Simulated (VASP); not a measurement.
# Tc (P6_3/mmc) in VASP: further runs

Aim: see how the results for Tc move with the level of theory and the settings. Levels: LDA, AM05. Tasks: single point, relaxation of cell and atoms.

Program: VASP 6.6.1. These are calculated values, not measurements. Logs are shortened: lines on timing, memory, paths and dates and some standing lists are left out, and cuts for length are marked.

## 1. The structure

It takes space group P6_3/mmc (No. 194, hexagonal). The conventional cell has a = 2.740 Å, b = 2.740 Å, c = 4.398 Å, α = 90.00°, β = 90.00°, γ = 120.00°. Tc (site symmetry -6m2) is surrounded by 12 Tc at 2.71 to 2.74 Å.

## 2. Single point, LDA

The input, INCAR:

```
  ALGO = Fast
  EDIFF = 1E-7
  ENCUT = 550
  ISIF = 2
  ISMEAR = 0
  LASPH = T
  LCHARG = T
  LELF = T
  LREAL = F
  LVHAR = T
  LWAVE = F
  NBANDS = 22
  NELM = 60
  PREC = Accurate
  SIGMA = 0.05
```

The input, KPOINTS:

```
k-points
0
Gamma
  11 11 6
```

The input, POSCAR:

```
Tc
1.0
    2.7400000000      0.0000000000      0.0000000000
   -1.3700000000      2.3729096064      0.0000000000
    0.0000000000      0.0000000000      4.3980000000
Tc
2
Direct
    0.6666666667      0.3333333333      0.7500000000
    0.3333333333      0.6666666667      0.2500000000
```

Potentials or basis: VASP PAW LDA potentials, release 64 (Tc_sv_GW).

On the command line:

```bash
$ cat potpaw_LDA.64/Tc_sv_GW/POTCAR > POTCAR
$ mpirun -np 1 vasp_std > vasp.out
```

OUTCAR:

```text
EDIFF = 1E-7
   ENCUT = 550
   ISIF = 2
   ISMEAR = 0
   LASPH = T
   LREAL = F
   NELM = 60
   PREC = Accurate

 ion  position               nearest neighbor table
   1  0.667  0.333  0.750-
   2  0.333  0.667  0.250-

  LATTYP: Found a hexagonal cell.
 ALAT       =     2.7400000000
 C/A-ratio  =     1.6051094891

  Lattice vectors:

 A1 = (   2.7400000000,   0.0000000000,   0.0000000000)
 A2 = (  -1.3700000000,   2.3729096064,   0.0000000000)
 A3 = (   0.0000000000,   0.0000000000,   4.3980000000)

Analysis of symmetry for initial positions (statically):
=====================================================================
 Subroutine PRICEL returns:
 Original cell was already a primitive cell.

 Routine SETGRP: Setting up the symmetry group for a
 hexagonal supercell.

 Subroutine GETGRP returns: Found 24 space group operations
 (whereof 12 operations were pure point group operations)
 out of a pool of 24 trial point group operations.

The static configuration has the point symmetry D_3d.
 The point group associated with its full space group is D_6h.

Analysis of symmetry for dynamics (positions and initial velocities):
=====================================================================
 Subroutine PRICEL returns:
 Original cell was already a primitive cell.

 Routine SETGRP: Setting up the symmetry group for a
 hexagonal supercell.

 Subroutine GETGRP returns: Found 24 space group operations
 (whereof 12 operations were pure point group operations)
 out of a pool of 24 trial point group operations.

The dynamic configuration has the point symmetry D_3d.
 The point group associated with its full space group is D_6h.

 Subroutine INISYM returns: Found 24 space group operations
 (whereof 12 operations are pure point group operations),
 and found     1 'primitive' translations

----------------------------------------------------------------------------------------

                                     Primitive cell

  volume of cell :      28.5948

  direct lattice vectors                    reciprocal lattice vectors
     2.740000000  0.000000000  0.000000000     0.364963504  0.210711777  0.000000000
    -1.370000000  2.372909606  0.000000000     0.000000000  0.421423554  0.000000000
     0.000000000  0.000000000  4.398000000     0.000000000  0.000000000  0.227376080

  length of vectors
     2.740000000  2.740000000  4.398000000     0.421423554  0.421423554  0.227376080

  position of ions in fractional coordinates (direct lattice)
     0.666666667  0.333333333  0.750000000
     0.333333333  0.666666667  0.250000000

  ion indices of the primitive-cell ions
   primitive index   ion index
                 1           1
                 2           2

----------------------------------------------------------------------------------------

 KPOINTS: k-points

Automatic generation of k-mesh.
 Grid dimensions read from file:
 generate k-points for:   11   11    6

 Generating k-lattice:

  Cartesian coordinates                     Fractional coordinates (reciprocal lattice)
     0.033178500  0.019155616  0.000000000     0.090909091  0.000000000  0.000000000
     0.000000000  0.038311232  0.000000000     0.000000000  0.090909091  0.000000000
     0.000000000  0.000000000  0.037896013     0.000000000  0.000000000  0.166666667

  Length of vectors
     0.038311232  0.038311232  0.037896013

  Shift w.r.t. Gamma in fractional coordinates (k-lattice)
     0.000000000  0.000000000  0.000000000

 Subroutine IBZKPT returns following result:
 ===========================================

 Found     64 irreducible k-points:

 Following reciprocal coordinates:
            Coordinates               Weight
  0.000000  0.000000  0.000000      1.000000
  0.090909 -0.000000  0.000000      6.000000
  0.181818  0.000000  0.000000      6.000000
  0.272727  0.000000  0.000000      6.000000
  0.363636  0.000000  0.000000      6.000000
  0.454545  0.000000  0.000000      6.000000
[... 16 lines left out ...]
  0.090909  0.090909  0.166667     12.000000
  0.181818  0.090909  0.166667     24.000000
 [... further k-points ...]
   k-points           NKPTS =     64   k-points in BZ     NKDIM =     64   number of bands    NBANDS=     22
   number of dos      NEDOS =    301   number of ions     NIONS =      2
   total plane-waves  NPLWV =  20736
   dimension x,y,z NGX =    24 NGY =   24 NGZ =   36
   dimension x,y,z NGXF=    48 NGYF=   48 NGZF=   72
   ions per type =               2
   NGX,Y,Z   is equivalent  to a cutoff of  14.56, 14.56, 13.61 a.u.
   NGXF,Y,Z  is equivalent  to a cutoff of  29.12, 29.12, 27.22 a.u.
 SYSTEM =  unknown system
   PREC   = accura    normal or accurate (medium, high low for compatibility)
   ISTART =      0    job   : 0-new  1-cont  2-samecut
   ICHARG =      2    charge: 1-file 2-atom 10-const
   ISPIN  =      1    spin polarized calculation?
   LNONCOLLINEAR =      F non collinear calculations
   LSORBIT =      F    spin-orbit coupling
   LASPH  =      T    aspherical Exc in radial PAW
   ENCUT  =  550.0 eV  40.42 Ry    6.36 a.u.   5.24  5.24  8.41*2*pi/ulx,y,z
   NELM   =     60;   NELMIN=  2; NELMDL= -5     # of ELM steps
   EDIFF  = 0.1E-06   stopping-criterion for ELM
   LREAL  =      F    real-space projection
   EDIFFG = 0.1E-05   stopping-criterion for IOM
   NSW    =      0    number of steps for IOM
   IBRION =     -1    ionic relax: 0-MD 1-quasi-New 2-CG
   NFREE  =      0    steps in history (QN), initial steepest desc. (CG)
   ISIF   =      2    stress and relaxation
   ISYM   =      2    0-nonsym 1-usesym 2-fastsym
   POTIM  = 0.5000    time-step for ionic-motion
   TEBEG  =    0.0;   TEEND  =   0.0 temperature during run
   PSTRESS=    0.0 pullay stress
   NELECT =      30.0000    total number of electrons
   NUPDOWN=      -1.0000    fix difference up-down
   EMIN   =  10.00;   EMAX   =-10.00  energy-range for DOS
   EFERMI =   0.00;   METHOD = LEGACY
   ISMEAR =     0;   SIGMA  =   0.05  broadening in eV -4-tet -1-fermi 0-gaus
   EFERMI_NEDOS =   21; number of points for ismear=-14 and -15
   IALGO  =     68    algorithm
   IMIX   =      4    mixing-type and parameters
     AMIX     =   0.40;   BMIX     =  1.00
     AMIX_MAG =   1.60;   BMIX_MAG =  1.00
  volume/ion in A,a.u.               =      14.30        96.48
  Fermi-wavevector in a.u.,A,eV,Ry     =   1.663488  3.143536 37.649923  2.767191
  Thomas-Fermi vector in A             =   2.750196
   LORBIT       =      0    0 simple, 1 ext, 2 COOP (PROOUT), +10 PAW based schemes
   GGA     = CA    functional components
   LHFCALC =     F    Hartree Fock is set to
   AEXX    =    0.0000 exact exchange contribution
   IVDW    =     0    specifies the selected vdW correction
   LEPSILON=     F    determine dielectric tensor
   LRPA    =     F    only Hartree local field effects (RPA)
 non-spin polarized calculation
 RMM-DIIS sequential band-by-band and
 Gauss-broadening in eV      SIGMA  =   0.05
  energy-cutoff  :      550.00
  volume of cell :       28.59
 maximum number of plane-waves:       850
 NGX is ok and might be reduce to    24
   NGX = 11   NGY = 11   NGZ = 17

 number of electron      30.0000000 magnetization

 Free energy of the ion-electron system (eV)
  ---------------------------------------------------
  ext. energy  EPLUGINS =         0.00000000
  ---------------------------------------------------
  free energy    TOTEN  =       -23.95200803 eV

  energy without entropy =      -23.95004006  energy(sigma->0) =      -23.95102404

 E-fermi :  11.9318     XC(G=0): -14.1928

 val. band max:       11.9150885406   @ k =   0.0909   0.0909   0.0000
 cond. band min:      11.9366837256   @ k =   0.3636   0.2727   0.5000
 fundamental gap:      0.0215951850
 Fermi energy:        11.9318338151

 k-point     1 :       0.0000    0.0000    0.0000
  band No.  band energies     occupation
      1     -54.4841      2.00000
      2     -54.2372      2.00000
      3     -27.3117      2.00000
      4     -26.1893      2.00000
      5     -26.1893      2.00000
      6     -26.0001      2.00000
[... 14 lines left out ...]
     21      22.9929      0.00000
     22      26.1740      0.00000

 k-point     2 :       0.0909   -0.0000    0.0000
  band No.  band energies     occupation
      1     -54.4685      2.00000
      2     -54.2304      2.00000
      3     -27.2776      2.00000
      4     -26.2667      2.00000
      5     -26.2145      2.00000
      6     -26.0793      2.00000
[... 14 lines left out ...]
     21      22.9482      0.00000
     22      26.7807      0.00000

 k-point     3 :       0.1818    0.0000    0.0000
  band No.  band energies     occupation
      1     -54.4257      2.00000
      2     -54.2128      2.00000
      3     -27.1810      2.00000
      4     -26.4736      2.00000
      5     -26.2871      2.00000
      6     -26.2795      2.00000
[... 14 lines left out ...]
     21      22.7575      0.00000
     22      27.8488      0.00000

 k-point     4 :       0.2727    0.0000    0.0000
  band No.  band energies     occupation
      1     -54.3663      2.00000
      2     -54.1926      2.00000
      3     -27.0377      2.00000
      4     -26.7426      2.00000
      5     -26.5475      2.00000
      6     -26.3605      2.00000
[... 14 lines left out ...]
     21      22.4553      0.00000
     22      26.1096      0.00000

 k-point     5 :       0.3636    0.0000    0.0000
  band No.  band energies     occupation
      1     -54.3061      2.00000
      2     -54.1792      2.00000
      3     -26.9884      2.00000
      4     -26.8762      2.00000
      5     -26.7777      2.00000
      6     -26.4317      2.00000
[... 14 lines left out ...]
     21      22.7697      0.00000
     22      23.5303      0.00000

 k-point     6 :       0.4545    0.0000    0.0000
  band No.  band energies     occupation
      1     -54.2643      2.00000
      2     -54.1769      2.00000
      3     -27.1330      2.00000
      4     -26.9104      2.00000
      5     -26.7482      2.00000
      6     -26.4728      2.00000
[... 14 lines left out ...]
     21      23.2804      0.00000
     22      24.4889      0.00000

 k-point     7 :       0.0909    0.0909    0.0000
  band No.  band energies     occupation
      1     -54.4393      2.00000
      2     -54.2182      2.00000
      3     -27.2122      2.00000
      4     -26.3922      2.00000
      5     -26.3051      2.00000
      6     -26.1815      2.00000
[... 324 lines left out ...]
      6     -26.3423      2.00000
[... 14 lines left out ...]
     21      23.9777      0.00000
     22      26.4931      0.00000

 k-point    21 :       0.3636    0.0000    0.1667
  band No.  band energies     occupation
      1     -54.2976      2.00000
      2     -54.1877      2.00000
      3     -27.0814      2.00000
      4     -26.8574      2.00000
      5     -26.7039      2.00000
      6     -26.4119      2.00000
[... 14 lines left out ...]
     21      23.6178      0.00000
     22      24.7185      0.00000

 k-point    22 :       0.4545    0.0000    0.1667
  band No.  band energies     occupation
      1     -54.2585      2.00000
      2     -54.1828      2.00000
      3     -27.1874      2.00000
      4     -26.9788      2.00000
      5     -26.6427      2.00000
      6     -26.4521      2.00000
[... 14 lines left out ...]
     21      23.1175      0.00000
     22      24.4363      0.00000

 k-point    23 :       0.0909    0.0909    0.1667
  band No.  band energies     occupation
      1     -54.4247      2.00000
      2     -54.2332      2.00000
      3     -27.1450      2.00000
      4     -26.3695      2.00000
      5     -26.3165      2.00000
      6     -26.2169      2.00000
[... 14 lines left out ...]
     21      24.0738      0.00000
     22      27.2365      0.00000

 k-point    24 :       0.1818    0.0909    0.1667
  band No.  band energies     occupation
      1     -54.3756      2.00000
      2     -54.2121      2.00000
      3     -27.0604      2.00000
      4     -26.5772      2.00000
      5     -26.5193      2.00000
      6     -26.3099      2.00000
[... 14 lines left out ...]
     21      24.0523      0.00000
     22      27.6805      0.00000

 [... further k-points ...]
[... 5 lines left out ...]
  --------------------------------------------------------------------------------------
  -------------------------------------------------------------------------------------
  Total       -2.3104785     -2.3104785     -2.2807234      0.0000000      0.0000000     -0.0000000
  in kB     -129.4570003   -129.4570003   -127.7898108      0.0000000      0.0000000     -0.0000000
  external PRESSURE =    -128.9012705 kB  Pullay stress =       0.0000000 kB

 VOLUME and BASIS-vectors are now :
 -----------------------------------------------------------------------------
  energy-cutoff  :      550.00
  volume of cell :       28.59
      direct lattice vectors                 reciprocal lattice vectors
     2.740000000  0.000000000  0.000000000     0.364963504  0.210711777  0.000000000
    -1.370000000  2.372909606  0.000000000     0.000000000  0.421423554  0.000000000
     0.000000000  0.000000000  4.398000000     0.000000000  0.000000000  0.227376080

 POSITION                                       TOTAL-FORCE (eV/Angst)
 -----------------------------------------------------------------------------------
      1.37000      0.79097      3.29850        -0.000000     -0.000000      0.000000
     -0.00000      1.58194      1.09950         0.000000      0.000000      0.000000
 -----------------------------------------------------------------------------------
    total drift:                               -0.000000      0.000000     -0.000000

  FREE ENERGIE OF THE ION-ELECTRON SYSTEM (eV)
  ---------------------------------------------------
  free  energy   TOTEN  =       -23.9520080283 eV

  energy  without entropy=      -23.9500400608  energy(sigma->0) =      -23.95102404
```

Run time: 67 s. Hardware: 1 thread of Intel Xeon Platinum 8175M at 2.50GHz (Skylake/Cascade Lake), shared host; peak memory 0.17 GiB.

Results:

| Item | Value |
| --- | --- |
| Free energy | -23.9520 eV |
| Pressure | -12.9 GPa |
| Band gap on the k mesh | none (metal or under the smearing width) |

Levels at points of the mesh, in eV from the Fermi level:
| k point | band 13 | band 14 | band 15 | band 16 | band 17 | band 18 |
| --- | --- | --- | --- | --- | --- | --- |
| (0.00, 0.00, 0.00) | -1.49 | -0.84 | -0.84 | -0.11 | -0.11 | 1.71 |
| (0.00, 0.00, 0.50) | -1.69 | -1.69 | -1.69 | -1.69 | 1.88 | 1.88 |

[end of part 1 of 2]
